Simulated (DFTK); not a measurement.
WC:

```
W C
1.0
     0.00000    2.19268    2.19268
     2.19268    0.00000    2.19268
     2.19268    2.19268    0.00000
W C
1 1
Direct
  0.00000 0.00000 0.00000
  0.50000 0.50000 0.50000
```

Measurements of this composition are mostly on another form, of space group No. 187.

Base run:

- Program: DFTK 0.8.2
- Functional: r2SCAN
- Potentials or basis: SG15 1.2 (PBE)
- Cutoff: 1225 eV
- k mesh: 10 × 10 × 10
- Occupations: fermi-dirac, width 0.05 eV
- Spin: no spin polarisation

Its results: band gap on the k mesh none (metal or under the smearing width); pressure -14.5 GPa.

Question: The run is repeated on the same cell with these changes: functional from r2SCAN to SCAN. What comes out?

Answer: Band gap on the k mesh none (metal or under the smearing width); pressure -16.9 GPa.

Caveats: the potentials were made for another functional, which shifts forces and pressure; spin-orbit coupling is left out, which moves the levels of the heavy elements.
